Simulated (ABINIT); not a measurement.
# ZrC (Fm-3m) in ABINIT: a series of runs

The runs below take ZrC through relaxation of cell and atoms, single point, with LDA, PBE, PBEsol.

Program: ABINIT 10.8.3 (patched build). These are calculated values, not measurements. Logs are shortened: lines on timing, memory, paths and dates and some standing lists are left out, and cuts for length are marked. The log counts tension as positive stress, the text compression.

## Step 1: The structure

The structure is cubic, space group Fm-3m (No. 225). The conventional cell has a = 4.730 Å, b = 4.730 Å, c = 4.730 Å, α = 90.00°, β = 90.00°, γ = 90.00°. Around Zr (site symmetry m-3m) lie 6 C at 2.37 Å. C (site symmetry m-3m) has 6 Zr at 2.37 Å as nearest neighbours.

## Step 2: Relaxation of cell and atoms, LDA

Contents of run.abi:

```
# Pseudopotentials
pp_dirpath "./"
pseudos "Zr.upf, C.upf"

# Structure
acell 3.344615075 3.344615075 3.344615075 Angstrom
rprim
     0.0000000000     0.7071067812     0.7071067812
     0.7071067812     0.0000000000     0.7071067812
     0.7071067812     0.7071067812     0.0000000000
ntypat 2
znucl 40 6
natom 2
typat 1 2
chkprim 0
chksymtnons 0
tolsym 1.0e-6
xred
            1/2            1/2            1/2
            0.0            0.0            0.0

# Plane-wave basis
ecut 41.0
ecutsm 0.5

# k points
kptopt 1
ngkpt 8 8 8
nshiftk 1
shiftk 0.0 0.0 0.0

# Exchange and correlation
ixc 7

# Bands and occupations
nband 12
occopt 3
tsmear 0.05 eV

# SCF cycle
nstep 80
tolvrs 1.0e-12

# Output
iomode 3
prteig 0
prtebands 0
prtwf 0
prtden 0

# Relaxation
ionmov 2
optcell 2
ntime 50
tolmxf 2.0e-5
dilatmx 1.08
```

Potentials or basis: PseudoDojo NC SR LDA v0.4.1 standard.

Run with:

```console
> abinit run.abi > log 2>&1
```

run.abo:

```text
.Version 10.8.3 of ABINIT
 Symmetries : space group Fm -3 m (#225); Bravais cF (face-center cubic)
================================================================================
 Values of the parameters that define the memory need of the present run
     intxc =       0    ionmov =       2      iscf =       7    lmnmax =       6
     lnmax =       6     mgfft =      40  mpssoang =       3    mqgrid =    3001
     natom =       2  nloc_mem =       1    nspden =       1   nspinor =       1
    nsppol =       1      nsym =      48    n1xccc =    2501    ntypat =       2
    occopt =       3   xclevel =       1
       mpw =        2840          nfft =       64000          nkpt =          29
================================================================================
================================================================================

--------------------------------------------------------------------------------
------------- Echo of variables that govern the present computation ------------
--------------------------------------------------------------------------------
 -outvars: echo values of preprocessed input variables --------
            acell      6.3204064883E+00  6.3204064883E+00  6.3204064883E+00 Bohr
              amu      9.12240000E+01  1.20110000E+01
          chkprim           0
      chksymtnons           0
          dilatmx      1.08000000E+00
             ecut      4.10000000E+01 Hartree
           ecutsm      5.00000000E-01 Hartree
           ionmov           2
              ixc           7
         kptrlatt        8    0    0      0    8    0      0    0    8
          kptrlen      5.05632519E+01
            natom           2
            nband          12
            ngfft          40      40      40
             nkpt          29
            nstep          80
             nsym          48
            ntime          50
           ntypat           2
           occopt           3
          optcell           2
           prtden           0
        prtebands           0
           prteig           0
            prtwf           0
            rprim      0.0000000000E+00  7.0710678120E-01  7.0710678120E-01
                       7.0710678120E-01  0.0000000000E+00  7.0710678120E-01
                       7.0710678120E-01  7.0710678120E-01  0.0000000000E+00
          spgroup         225
           tolmxf      2.00000000E-05
           tolsym      1.00000000E-06
           tolvrs      1.00000000E-12
           tsmear      1.83746611E-03 Hartree
            typat      1  2
           xangst      2.3650000000E+00  2.3650000000E+00  2.3650000000E+00
                       0.0000000000E+00  0.0000000000E+00  0.0000000000E+00
            xcart      4.4692022878E+00  4.4692022878E+00  4.4692022878E+00
                       0.0000000000E+00  0.0000000000E+00  0.0000000000E+00
             xred      5.0000000000E-01  5.0000000000E-01  5.0000000000E-01
                       0.0000000000E+00  0.0000000000E+00  0.0000000000E+00
            znucl       40.00000    6.00000

================================================================================

 chkinp: Checking input parameters for consistency.

================================================================================
== DATASET  1 ==================================================================

--- !DatasetInfo
iteration_state: {dtset: 1, }
dimensions: {natom: 2, nkpt: 29, mband: 12, nsppol: 1, nspinor: 1, nspden: 1, mpw: 2840, }
cutoff_energies: {ecut:  41.0, pawecutdg:  -1.0, }
electrons: {nelect:   1.60000000E+01, charge:   0.00000000E+00, occopt:   3.00000000E+00, tsmear:   1.83746611E-03, }
meta: {optdriver: 0, ionmov: 2, optcell: 2, iscf: 7, paral_kgb: 0, }
...

 Exchange-correlation functional for the present dataset will be:
  LDA: Perdew-Wang 92 LSD fit to Ceperley-Alder data - ixc=7
  J.P.Perdew and Y.Wang, PRB 45, 13244 (1992)

 Real(R)+Recip(G) space primitive vectors, cartesian coordinates (Bohr,Bohr^-1):
 R(1)=  0.0000000  4.4692023  4.4692023  G(1)= -0.1118768  0.1118768  0.1118768
 R(2)=  4.4692023  0.0000000  4.4692023  G(2)=  0.1118768 -0.1118768  0.1118768
 R(3)=  4.4692023  4.4692023  0.0000000  G(3)=  0.1118768  0.1118768 -0.1118768
 Unit cell volume ucvol=  1.7853363E+02 bohr^3
 Angles (23,13,12)=  6.00000000E+01  6.00000000E+01  6.00000000E+01 degrees

 getcut: wavevector=  0.0000  0.0000  0.0000  ngfft=  40  40  40
         ecut(hartree)=     47.822   => boxcut(ratio)=   2.03298

--- Pseudopotential description ------------------------------------------------
- pspini: atom type   1  psp file is ./Zr.upf
  40.00000  12.00000  180309                  znucl, zion, pspdat
12 -1012 2 -1 1584                            pspcod,pspxc,lmax,lloc,mmax
     nproj     2     2     2

- pspini: atom type   2  psp file is ./C.upf
   6.00000   4.00000  180309                  znucl, zion, pspdat
[... 32 lines left out ...]
 ETOT 10  -56.783516442446    -5.722E-11 5.150E-05 2.168E-08
 ETOT 11  -56.783516442449    -3.403E-12 9.769E-05 2.584E-10
 ETOT 12  -56.783516442451    -1.272E-12 4.813E-05 4.850E-11
 ETOT 13  -56.783516442449     1.698E-12 9.044E-05 9.932E-15
[... 437 lines left out ...]
 Gradient of E wrt nuclear positions in reduced coordinates (gred)
  0.00000000000000E+00  0.00000000000000E+00  0.00000000000000E+00
  0.00000000000000E+00  0.00000000000000E+00  0.00000000000000E+00
 Scale of Primitive Cell (acell) [bohr]
  6.20479662405121E+00  6.20479662405121E+00  6.20479662405121E+00
 Real space primitive translations (rprimd) [bohr]
  0.00000000000000E+00  4.38745376875000E+00  4.38745376875000E+00
  4.38745376875000E+00  0.00000000000000E+00  4.38745376875000E+00
  4.38745376875000E+00  4.38745376875000E+00  0.00000000000000E+00
 Unitary Cell Volume (ucvol) [Bohr^3]=  1.68914781397299E+02
 Angles (23,13,12)= [degrees]
  6.00000000000000E+01  6.00000000000000E+01  6.00000000000000E+01
 Lengths [Bohr]
  6.20479662405120E+00  6.20479662405120E+00  6.20479662405120E+00
 Stress tensor in cartesian coordinates (strten) [Ha/bohr^3]
  7.41076209079261E-10  0.00000000000000E+00  0.00000000000000E+00
  0.00000000000000E+00  7.41076210813985E-10  0.00000000000000E+00
  0.00000000000000E+00  0.00000000000000E+00  7.41076209079261E-10
 Total energy (etotal) [Ha]= -5.67856077198118E+01

 Difference of energy with previous step (new-old):
           Absolute (Ha)=-6.44349E-10
           Relative     =-1.13470E-11

 At Broyd/MD step   5, gradients are converged :
  max grad (force/stress) = 7.4108E-08 < tolmxf= 2.0000E-05 ha/bohr (free atoms)

================================================================================

 ----iterations are completed or convergence reached----

 Mean square residual over all n,k,spin=   18.294E-11; max=  49.084E-09
 reduced coordinates (array xred) for    2 atoms
       0.500000000000      0.500000000000      0.500000000000
       0.000000000000      0.000000000000      0.000000000000
 rms dE/dt=  0.0000E+00; max dE/dt=  0.0000E+00; dE/dt below (all hartree)
    1       0.000000000000      0.000000000000      0.000000000000
    2       0.000000000000      0.000000000000      0.000000000000

 cartesian coordinates (angstrom) at end:
    1      2.32174054673789     2.32174054673789     2.32174054673789
    2      0.00000000000000     0.00000000000000     0.00000000000000

 cartesian forces (hartree/bohr) at end:
    1     -0.00000000000000    -0.00000000000000    -0.00000000000000
    2     -0.00000000000000    -0.00000000000000    -0.00000000000000
 frms,max,avg= 0.0000000E+00 0.0000000E+00   0.000E+00  0.000E+00  0.000E+00 h/b

 cartesian forces (eV/Angstrom) at end:
    1     -0.00000000000000    -0.00000000000000    -0.00000000000000
    2     -0.00000000000000    -0.00000000000000    -0.00000000000000
 frms,max,avg= 0.0000000E+00 0.0000000E+00   0.000E+00  0.000E+00  0.000E+00 e/A
 length scales=  6.204796624051  6.204796624051  6.204796624051 bohr
              =  3.283436969508  3.283436969508  3.283436969508 angstroms
 Fermi (or HOMO) energy (hartree) =   0.42401   Average Vxc (hartree)=  -0.47192
 Eigenvalues (hartree) for nkpt=  29  k points:
 kpt#   1, nband= 12, wtk=  0.00195, kpt=  0.0000  0.0000  0.0000 (reduced coord)
  -1.33199   -0.51378   -0.51378   -0.51378    0.01025    0.46109    0.46109    0.46109
   0.46426    0.46426    0.46426    0.53262
      occupation numbers for kpt#   1
   2.00000    2.00000    2.00000    2.00000    2.00000    0.00000    0.00000    0.00000
   0.00000    0.00000    0.00000    0.00000
 prteigrs : prtvol=0 or 1, do not print more k-points.

--- !EnergyTerms
iteration_state     : {dtset: 1, itime: 5, icycle: 1, }
comment             : Components of total free energy in Hartree
kinetic             :  1.84807671866035E+01
hartree             :  6.10736363400058E+00
xc                  : -1.21627025668854E+01
Ewald energy        : -4.77607476330381E+01
psp_core            :  2.20003805696066E+00
local_psp           : -2.87088877328290E+01
non_local_psp       :  5.05866624094236E+00
internal            : -5.67855028142454E+01
'-kT*entropy'       : -1.04905566392249E-04
total_energy        : -5.67856077198118E+01
total_energy_eV     : -1.54521510487656E+03
band_energy         : -3.66286544696138E+00
...

 Cartesian components of stress tensor (hartree/bohr^3)
  sigma(1 1)=  7.41076209E-10  sigma(3 2)=  0.00000000E+00
  sigma(2 2)=  7.41076211E-10  sigma(3 1)=  0.00000000E+00
  sigma(3 3)=  7.41076209E-10  sigma(2 1)=  0.00000000E+00

-Cartesian components of stress tensor (GPa)         [Pressure= -2.1803E-05 GPa]
- sigma(1 1)=  2.18032148E-05  sigma(3 2)=  0.00000000E+00
- sigma(2 2)=  2.18032149E-05  sigma(3 1)=  0.00000000E+00
- sigma(3 3)=  2.18032148E-05  sigma(2 1)=  0.00000000E+00

== END DATASET(S) ==============================================================
================================================================================

 -outvars: echo values of variables after computation  --------
            acell      6.2047966241E+00  6.2047966241E+00  6.2047966241E+00 Bohr
           etotal     -5.6785607720E+01
            fcart     -0.0000000000E+00 -0.0000000000E+00 -0.0000000000E+00
                      -0.0000000000E+00 -0.0000000000E+00 -0.0000000000E+00
            rprim      0.0000000000E+00  7.0710678119E-01  7.0710678119E-01
                       7.0710678119E-01  0.0000000000E+00  7.0710678119E-01
                       7.0710678119E-01  7.0710678119E-01  0.0000000000E+00
           strten      7.4107620908E-10  7.4107621081E-10  7.4107620908E-10
                       0.0000000000E+00  0.0000000000E+00  0.0000000000E+00
           xangst      2.3217405467E+00  2.3217405467E+00  2.3217405467E+00
                       0.0000000000E+00  0.0000000000E+00  0.0000000000E+00
             xred      5.0000000000E-01  5.0000000000E-01  5.0000000000E-01
                       0.0000000000E+00  0.0000000000E+00  0.0000000000E+00
 Calculation completed.
```

It took 2.1 min on 1 thread of Arm Neoverse V1, shared host; peak memory 0.08 GiB.

What came out:

| Quantity | Value |
| --- | --- |
| Free energy | -1545.2151 eV |
| Relaxed volume | 12.52 Å³/atom |
| Relaxed cell | a = 3.283 Å, b = 3.283 Å, c = 3.283 Å, α = 60.00°, β = 60.00°, γ = 60.00° |
| Space group after relaxing (to 0.05 Å) | Fm-3m (No. 225) |
| Energy gained by relaxing | 28.5 meV/atom |
| Ionic steps | 5 |
| Pressure after relaxing | 0.0 GPa |
| Band gap on the k mesh | none (metal or under the smearing width) |

The path:
| step | energy change (eV) | largest force (eV/Å) | pressure (GPa) | volume (Å³) |
| --- | --- | --- | --- | --- |
| 1 | 0.0000 | 0.0000 | -12.21 | 26.46 |
| 2 | -0.0509 | 0.0000 | -4.23 | 25.48 |
| 3 | -0.0569 | 0.0000 | 0.30 | 25.00 |
| 4 | -0.0569 | 0.0000 | -0.01 | 25.03 |
| 5 | -0.0569 | 0.0000 | 0.00 | 25.03 |

Final structure:
```
CELL_PARAMETERS angstrom
0.00000 2.32174 2.32174
2.32174 0.00000 2.32174
2.32174 2.32174 0.00000
ATOMIC_POSITIONS crystal
Zr 0.50000 0.50000 0.50000
C 0.00000 0.00000 0.00000
```

## Step 3: Single point, LDA (cell relaxed)

Contents of run.abi:

```
pp_dirpath "./"
pseudos "Zr.upf, C.upf"

acell 3*1.0 Angstrom
rprim
     0.0000000000     2.3217405500     2.3217405500
     2.3217405500     0.0000000000     2.3217405500
     2.3217405500     2.3217405500     0.0000000000
ntypat 2
znucl 40 6
natom 2
typat 1 2
xred
     0.5000000000     0.5000000000     0.5000000000
     0.0000000000     0.0000000000     0.0000000000
chkprim 0
chksymtnons 0
tolsym 1.0e-6

ecut 41.0

kptopt 1
ngkpt 8 8 8
nshiftk 1
shiftk 0.0 0.0 0.0

ixc 7

nband 12
occopt 3
tsmear 0.05 eV

nstep 100
tolvrs 1.0e-10

iomode 3
prtwf 0
prtden 0
prteig 0
prtebands 0
```

Potentials or basis: PseudoDojo NC SR LDA v0.4.1 standard.

Run with:

```console
> abinit run.abi > log 2>&1
```

It took 24 s on 1 thread of Arm Neoverse V1, shared host; peak memory 0.07 GiB.

The run converged. Its results:

| Quantity | Value |
| --- | --- |
| Free energy | -1545.2152 eV |
| Pressure | -0.1 GPa |
| Band gap on the k mesh | none (metal or under the smearing width) |
| Valence electrons inside the program's atomic spheres | Zr 8.40; C 3.84 |

Levels at points of the mesh, in eV from the Fermi level:
| k point | band 5 | band 6 | band 7 | band 8 | band 9 | band 10 | band 11 | band 12 |
| --- | --- | --- | --- | --- | --- | --- | --- | --- |
| (0.00, 0.00, 0.00) | -11.26 | 1.01 | 1.01 | 1.01 | 1.10 | 1.10 | 1.10 | 2.96 |
| (0.50, 0.00, 0.00) | -7.92 | -5.42 | -3.02 | -3.02 | 4.70 | 4.70 | 5.56 | 6.81 |
| (0.50, 0.50, 0.00) | -10.09 | -1.93 | -1.88 | 0.16 | 0.16 | 4.70 | 5.94 | 5.94 |

## Step 4: Single point, PBE

Contents of run.abi:

```
pp_dirpath "./"
pseudos "Zr.upf, C.upf"

acell 3*1.0
rprim
     0.0000000000     4.4692022847     4.4692022847
     4.4692022847     0.0000000000     4.4692022847
     4.4692022847     4.4692022847     0.0000000000
ntypat 2
znucl 40 6
natom 2
typat 1 2
xred
     0.5000000000     0.5000000000     0.5000000000
     0.0000000000     0.0000000000     0.0000000000

ecut 31.0

kptopt 1
ngkpt 8 8 8
nshiftk 1
shiftk 0.0 0.0 0.0

ixc 11

nband 12
occopt 3
tsmear 0.00183747

nstep 100
tolvrs 1.0e-10

iomode 3
prtwf 0
prtden 0
prteig 0
prtebands 0
```

Potentials or basis: PseudoDojo NC SR PBE v0.4.1 standard.

Run with:

```console
> abinit run.abi > log 2>&1
```

Run time: 16 s. Hardware: 1 thread of Arm Neoverse V1, shared host; peak memory 0.06 GiB.

The run converged. Its results:

* Free energy: -1543.0678 eV
* Band gap on the k mesh: none (metal or under the smearing width)
* Valence electrons inside the program's atomic spheres: Zr 8.35; C 3.78

Levels at points of the mesh, in eV from the Fermi level:
```tsv
k point	band 4	band 5	band 6	band 7	band 8	band 9	band 10	band 11	band 12
(0.00, 0.00, 0.00)	-25.87	-11.21	0.98	0.98	0.98	1.13	1.13	1.13	2.80
(0.50, 0.00, 0.00)	-25.95	-8.23	-5.19	-2.83	-2.83	4.44	4.44	5.25	6.52
(0.50, 0.50, 0.00)	-26.14	-10.03	-2.05	-1.66	0.09	0.09	4.40	5.56	5.56
```

Caveat: the cutoff is too short for stress, so the log's stress isn't used.

## Step 5: Single point, PBEsol

Contents of run.abi:

```
# Pseudopotentials
pp_dirpath "./"
pseudos "Zr.GGA_PBE-JTH.xml, C.GGA_PBE-JTH.xml"

# Structure
acell 3*1.0 Angstrom
rprim
     0.0000000000     2.3650000000     2.3650000000
     2.3650000000     0.0000000000     2.3650000000
     2.3650000000     2.3650000000     0.0000000000
ntypat 2
znucl 40 6
natom 2
typat 1 2
xred
     0.5000000000     0.5000000000     0.5000000000
     0.0000000000     0.0000000000     0.0000000000

# Plane-wave basis
ecut 16.0
pawecutdg 32.0
pawxcdev 0

# k points
kptopt 1
ngkpt 8 8 8
nshiftk 1
shiftk 0.0 0.0 0.0

# Exchange and correlation
ixc -116133

# Bands and occupations
nband 12
occopt 3
tsmear 0.00183747

# SCF cycle
nstep 100
tolvrs 1.0e-9

# Output
iomode 3
prtwf 0
prtden 0
prteig 0
prtebands 0
```

Potentials or basis: JTH PAW PBE v2.0.

Run with:

```console
> abinit run.abi > log 2>&1
```

Wall time 12 s (1 thread of Arm Neoverse V1, shared host); peak memory 0.1 GiB.

It converged, with:

| Item | Value |
| --- | --- |
| Free energy | -1450.3123 eV |
| Pressure | -8.9 GPa |
| Band gap on the k mesh | none (metal or under the smearing width) |
| Valence electrons inside the program's atomic spheres | Zr 9.03; C 2.36 |

Levels at points of the mesh, in eV from the Fermi level:
```
           k point  band 5  band 6  band 7  band 8  band 9  band 10  band 11  band 12
(0.00, 0.00, 0.00)  -11.17    1.00    1.00    1.00    1.10     1.10     1.10     2.79
(0.50, 0.00, 0.00)   -8.14   -5.22   -2.83   -2.83    4.45     4.45     5.26     6.43
(0.50, 0.50, 0.00)   -9.97   -2.05   -1.71    0.10    0.10     4.41     5.59     5.59
```

Caveat: the PAW data sets were made with another functional, which shifts forces and pressure a little.

## Step 6: Single point, LDA

Contents of run.abi:

```
# Pseudopotentials
pp_dirpath "./"
pseudos "Zr.upf, C.upf"

# Structure
acell 3*1.0
rprim
     0.0000000000     4.4692022847     4.4692022847
     4.4692022847     0.0000000000     4.4692022847
     4.4692022847     4.4692022847     0.0000000000
ntypat 2
znucl 40 6
natom 2
typat 1 2
xred
     0.5000000000     0.5000000000     0.5000000000
     0.0000000000     0.0000000000     0.0000000000

# Plane-wave basis
ecut 31.0

# k points
kptopt 1
ngkpt 8 8 8
nshiftk 1
shiftk 0.0 0.0 0.0

# Exchange and correlation
ixc 7

# Bands and occupations
nband 12
occopt 3
tsmear 0.05 eV

# SCF cycle
nstep 100
tolvrs 1.0e-10

# Output
iomode 3
prtwf 0
prtden 0
prteig 0
prtebands 0
enunit 2
```

Potentials or basis: PseudoDojo NC SR LDA v0.4.1 standard.

Run with:

```console
> abinit run.abi > log 2>&1
```

Run time: 19 s. Hardware: 1 thread of Intel Xeon Platinum 8259CL at 2.50GHz (Skylake/Cascade Lake), shared host; peak memory 0.07 GiB.

The run converged. Its results:

```
Free energy                                           : -1545.1236 eV
Band gap on the k mesh                                : none (metal or under the smearing width)
Valence electrons inside the program's atomic spheres : Zr 8.35; C 3.76
```

Levels at points of the mesh, in eV from the Fermi level:
| k point | band 5 | band 6 | band 7 | band 8 | band 9 | band 10 | band 11 | band 12 |
| --- | --- | --- | --- | --- | --- | --- | --- | --- |
| (0.00, 0.00, 0.00) | -11.07 | 1.00 | 1.00 | 1.00 | 1.08 | 1.08 | 1.08 | 2.79 |
| (0.50, 0.00, 0.00) | -8.01 | -5.20 | -2.83 | -2.83 | 4.40 | 4.40 | 5.21 | 6.55 |
| (0.50, 0.50, 0.00) | -9.86 | -2.02 | -1.70 | 0.11 | 0.11 | 4.40 | 5.54 | 5.54 |

Caveat: the cutoff is too short for stress, so the log's stress isn't used.

## Step 7: The runs side by side

| task | level | potentials or basis | cell | cutoff (eV) | cell freedom (optcell) | optimiser (ionmov) | cutoff smearing ecutsm (Ha) | force stop (Ha/bohr) | fine-grid cutoff | gap on the mesh (eV) | pressure (GPa) |
| --- | --- | --- | --- | --- | --- | --- | --- | --- | --- | --- | --- |
| relaxation of cell and atoms | LDA | PseudoDojo NC SR LDA v0.4.1 standard | relaxed | 1116 | 2 | 2 | 0.5 | 2e-05 | - | none | 0.0 |
| single point | LDA | PseudoDojo NC SR LDA v0.4.1 standard | cell relaxed | 1116 | - | - | - | - | - | none | -0.1 |
| single point | PBE | PseudoDojo NC SR PBE v0.4.1 standard | as given | 844 | - | - | - | - | - | none | - |
| single point | PBEsol | JTH PAW PBE v2.0 | as given | 435 | - | - | - | - | 870.764 eV | none | -8.9 |
| single point | LDA | PseudoDojo NC SR LDA v0.4.1 standard | as given | 844 | - | - | - | - | - | none | - |

Alike in all rows: no spin polarisation; k mesh 8 × 8 × 8; smearing fermi-dirac 0.05 eV.

Caveats: the PAW data sets were made with another functional, which shifts forces and pressure a little (some runs).

Absolute energies hang on the potentials; compare differences alone.
